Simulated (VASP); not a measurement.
# PbSe (Clausthalite) (Fm-3m) in VASP: settings compared, part 2 of 2

VASP 6.6.1. The steps go on from the part before.

## Step 3: Single point, BLYP+D4

INCAR reads:

```
AGGAC = 1.0
AGGAX = 1.0
ALDAC = 0.0
ALDAX = 1.0
ALGO = Normal
EDIFF = 1E-6
ENCUT = 520
GGA = B5
ISIF = 2
ISMEAR = -1
IVDW = 13
LASPH = True
LCHARG = False
LREAL = False
LWAVE = False
NBANDS = 17
NELM = 60
PREC = Accurate
SIGMA = 0.05
VDW_A1 = 0.44488865
VDW_A2 = 4.0933009
VDW_S6 = 1.0
VDW_S8 = 2.34076671
```

KPOINTS reads:

```
k-points
0
Gamma
  8 8 8
```

POSCAR reads:

```
PbSe
1.0
    0.0000000000      3.0606500000      3.0606500000
    3.0606500000      0.0000000000      3.0606500000
    3.0606500000      3.0606500000      0.0000000000
Pb Se
1 1
Direct
    0.0000000000      0.0000000000      0.0000000000
    0.5000000000      0.5000000000      0.5000000000
```

Potentials or basis: VASP PAW PBE potentials, release 64 (Pb_d, Se).

Started as:

```
> cat potpaw_PBE.64/Pb_d/POTCAR potpaw_PBE.64/Se/POTCAR > POTCAR
> mpirun -np 1 vasp_std > vasp.out
```

OUTCAR:

```text
EDIFF = 1E-6
   ENCUT = 520
   GGA = B5
   ISIF = 2
   ISMEAR = -1
   IVDW = 13
   LASPH = True
   LREAL = False
   NELM = 60
   PREC = Accurate

 ion  position               nearest neighbor table
   1  0.000  0.000  0.000-   2 3.06   2 3.06   2 3.06   2 3.06   2 3.06   2 3.06
   2  0.500  0.500  0.500-   1 3.06   1 3.06   1 3.06   1 3.06   1 3.06   1 3.06

  LATTYP: Found a face centered cubic cell.
 ALAT       =     6.1213000000

  Lattice vectors:

 A1 = (   0.0000000000,   3.0606500000,   3.0606500000)
 A2 = (   3.0606500000,   0.0000000000,   3.0606500000)
 A3 = (   3.0606500000,   3.0606500000,   0.0000000000)

Analysis of symmetry for initial positions (statically):
=====================================================================
 Subroutine PRICEL returns:
 Original cell was already a primitive cell.

 Routine SETGRP: Setting up the symmetry group for a
 face centered cubic supercell.

 Subroutine GETGRP returns: Found 48 space group operations
 (whereof 48 operations were pure point group operations)
 out of a pool of 48 trial point group operations.

The static configuration has the point symmetry O_h .

Analysis of symmetry for dynamics (positions and initial velocities):
=====================================================================
 Subroutine PRICEL returns:
 Original cell was already a primitive cell.

 Routine SETGRP: Setting up the symmetry group for a
 face centered cubic supercell.

 Subroutine GETGRP returns: Found 48 space group operations
 (whereof 48 operations were pure point group operations)
 out of a pool of 48 trial point group operations.

The dynamic configuration has the point symmetry O_h .

 Subroutine INISYM returns: Found 48 space group operations
 (whereof 48 operations are pure point group operations),
 and found     1 'primitive' translations

----------------------------------------------------------------------------------------

                                     Primitive cell
[... 109 lines left out ...]
   IMIX   =      4    mixing-type and parameters
     AMIX     =   0.40;   BMIX     =  1.00
     AMIX_MAG =   1.60;   BMIX_MAG =  1.00
  volume/ion in A,a.u.               =      28.67       193.48
  Fermi-wavevector in a.u.,A,eV,Ry     =   1.152377  2.177676 18.068159  1.327972
  Thomas-Fermi vector in A             =   2.289028
   LORBIT       =      0    0 simple, 1 ext, 2 COOP (PROOUT), +10 PAW based schemes
   GGA     = B5    functional components
   LHFCALC =     F    Hartree Fock is set to
   AEXX    =    0.0000 exact exchange contribution
   IVDW    =    13    specifies the selected vdW correction
   LEPSILON=     F    determine dielectric tensor
   LRPA    =     F    only Hartree local field effects (RPA)
 non-spin polarized calculation
  energy-cutoff  :      520.00
  volume of cell :       57.34
 maximum number of plane-waves:      1572
   NGX = 17   NGY = 17   NGZ = 17

 number of electron      20.0000000 magnetization

 Free energy of the ion-electron system (eV)
  ---------------------------------------------------
  ext. energy  EPLUGINS =         0.00000000
  ---------------------------------------------------
  free energy    TOTEN  =        -7.02851466 eV

  energy without entropy =       -7.02836768  energy(sigma->0) =       -7.02844117

 E-fermi :   5.6987     XC(G=0):  -8.9486

 val. band max:        5.5013347340   @ k =   0.5000   0.0000   0.0000
 cond. band min:       5.8960062581   @ k =   0.5000   0.0000   0.0000
 fundamental gap:      0.3946715242
 Fermi energy:         5.6986947764

 k-point     1 :       0.0000    0.0000    0.0000
  band No.  band energies     occupation
      1     -11.3413      2.00000
      2     -11.3413      2.00000
      3     -11.3413      2.00000
      4     -11.3412      2.00000
      5     -11.3412      2.00000
      6      -8.0887      2.00000
[... 457 lines left out ...]
      4     -11.3209      2.00000
      5     -11.3062      2.00000
      6      -6.8409      2.00000
[... 9 lines left out ...]
     16      16.4874      0.00000
     17      16.6644      0.00000

 [... further k-points ...]

------------------------ aborting loop because EDIFF is reached ----------------------------------------

  DFT-D4 for vdW energy calculation

  Edisp (eV):   -1.49216

  FORCE on cell =-STRESS in cart. coord.  units (eV):
  Direction    XX          YY          ZZ          XY          YZ          ZX
  --------------------------------------------------------------------------------------
  -------------------------------------------------------------------------------------
  Total       0.69970     0.69970     0.69970    -0.00000    -0.00000     0.00000
  in kB      19.55021    19.55021    19.55021    -0.00000    -0.00000     0.00000
  external pressure =       19.55 kB  Pullay stress =        0.00 kB

 VOLUME and BASIS-vectors are now :
 -----------------------------------------------------------------------------
  energy-cutoff  :      520.00
  volume of cell :       57.34
      direct lattice vectors                 reciprocal lattice vectors
     0.000000000  3.060650000  3.060650000    -0.163363991  0.163363991  0.163363991
     3.060650000  0.000000000  3.060650000     0.163363991 -0.163363991  0.163363991
     3.060650000  3.060650000  0.000000000     0.163363991  0.163363991 -0.163363991

 POSITION                                       TOTAL-FORCE (eV/Angst)
 -----------------------------------------------------------------------------------
      0.00000      0.00000      0.00000         0.000000      0.000000      0.000000
      3.06065      3.06065      3.06065         0.000000     -0.000000     -0.000000
 -----------------------------------------------------------------------------------
    total drift:                                0.000000     -0.000000     -0.000000

  FREE ENERGIE OF THE ION-ELECTRON SYSTEM (eV)
  ---------------------------------------------------
  free  energy   TOTEN  =        -8.5206707795 eV

  energy  without entropy=       -8.5205237920  energy(sigma->0) =       -8.52059729
```

stdout:

```text
POSCAR found type information on POSCAR PbSe
 POSCAR found :  2 types and       2 ions
 scaLAPACK will be used
 -----------------------------------------------------------------------------
|                                                                             |
|                                                                             |
|     You enforced a specific xc type in the INCAR file but a different       |
|     I HOPE YOU KNOW WHAT YOU ARE DOING!                                     |
|                                                                             |
 -----------------------------------------------------------------------------

 LDA part: xc-table for (Slater(with rela. corr.)+VWN5), standard interpolation
 POSCAR, INCAR and KPOINTS ok, starting setup
 FFT: planning ... GRIDC
 FFT: planning ... GRID_SOFT
 FFT: planning ... GRID
 WAVECAR not read
 entering main loop
```

It took 22 s on 1 thread of AMD EPYC 9R45 (Zen 5), shared host; peak memory 0.16 GiB.

What came out:

| Quantity | Value |
| --- | --- |
| Free energy | -8.5207 eV |
| Pressure | 2.0 GPa |
| Band gap on the k mesh | 0.39 eV, direct |
| Dispersion energy per atom | -0.746 eV |

Caveat: the PAW data sets were made with another functional, which shifts forces and pressure a little; spin-orbit coupling is left out, which moves the levels of the heavy elements.

## Step 4: Comparison with measurements

Step 2. Measured gap of PbSe: 0.15 eV (direct; 4.2 K; a printed reference work, monograph). This calculation gives 0.35 eV (+0.20 eV). 2 values of this kind are on record (0.15 to 0.28 eV); this one was drawn at random. Spin-orbit coupling on Pb, Se is left out. The value is that of revPBE+D3(BJ) on a finite k mesh, which can miss the band edges, without temperature or zero-point motion.

Step 3. A measured gap of PbSe is 0.28 eV (direct; 300 K; a printed reference work, monograph); the calculated 0.39 eV misses it by +0.11 eV. 2 values of this kind are on record (0.15 to 0.28 eV); this one was drawn at random. Spin-orbit coupling on Pb, Se is left out. The value is that of BLYP+D4 on a finite k mesh, which can miss the band edges, without temperature or zero-point motion.
